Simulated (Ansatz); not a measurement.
# Cu under changes of volume

One of the cells (11.458 Å³/atom); the others are scaled copies at fixed shape and fractional positions:

```xyz
1
Lattice="-1.4428 1.4428 1.3761 1.4428 -1.4428 1.3761 1.4428 1.4428 -1.3761" Properties=species:S:1:pos:R:3 pbc="T T T"
Cu    0.0000    0.0000    0.0000
```

This isn't the form of Cu at room conditions, which is fcc.

- Program: Ansatz 0.2.0
- Functional: PBE
- Potentials or basis: Ansatz PAW
- Cutoff: 420 eV (not typed: the program's choice for these potentials)
- k mesh: 13 × 13 × 13
- Occupations: fermi-dirac, width 0.05 eV
- Spin: no spin polarisation

```tsv
volume (Å³/atom)	energy over the lowest point (meV/atom)	pressure (GPa)
10.771	68.18	19.8
11.000	?	?
11.229	24.68	11.0
11.458	11.65	7.3
11.687	3.62	4.0
11.916	0.00	1.1
12.146	0.33	-1.5
```

Problem. What does the run at 11.000 Å³/atom give?

Solution. Energy over the lowest point 43.28 meV/atom; pressure 15.2 GPa.

Worked out: A Birch-Murnaghan fit of order 3 (a polynomial in V^(-2/3)) to the other rows has its minimum at 12.01 Å³/atom with B0 = V·E''(V) = 138 GPa and B' = 5.1 at fixed shape and positions, which overstates the stiffness. It gives 43.28 meV/atom at 11.000 Å³/atom, against the run's 43.28, and -dE/dV = 15.1 GPa, against 15.2.

Energies are extrapolated to zero smearing.
